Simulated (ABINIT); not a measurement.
Crystal: Pb.

```
CELL_PARAMETERS angstrom
3.48000 0.00000 0.00000
-1.74000 3.01377 0.00000
0.00000 0.00000 5.59000
ATOMIC_POSITIONS crystal
Pb 0.66667 0.33333 0.75000
Pb 0.33333 0.66667 0.25000
```

This isn't the form of Pb at room conditions, which is fcc.

- Program: ABINIT 10.8.3 (patched build)
- Task: single point
- Functional: PBE
- Potentials or basis: JTH PAW PBE v2.0
- Cutoff: 599 eV
- k mesh: 9 × 9 × 5
- Occupations: fermi-dirac, width 0.05 eV
- Spin: no spin polarisation

On this cell: pressure 4.2 GPa; largest force under 0.003 eV/Å; band gap on the k mesh none (metal or under the smearing width).

The same run follows on a disturbed copy (atoms moved at random, drawn with an rms of 0.05 Å):

```
CELL_PARAMETERS angstrom
3.48000 0.00000 0.00000
-1.74000 3.01377 0.00000
0.00000 0.00000 5.59000
ATOMIC_POSITIONS crystal
Pb 0.67832 0.35185 0.74640
Pb 0.34252 0.68720 0.25624
```

**Question.** What does the disturbed cell give?

**Answer.** The energy (extrapolated to zero smearing) moves by +1.1 meV/atom; pressure 4.3 GPa; largest force 0.097 eV/Å; band gap on the k mesh none (metal or under the smearing width).

Forces in eV/Å, atoms in the order of the input:
```
Pb  -0.004  0.002  0.097
Pb   0.004 -0.002 -0.097
```

Stress tensor (GPa, compression positive):
```
 3.01  0.01 -0.01
 0.01  3.02  0.00
-0.01  0.00  6.87
```
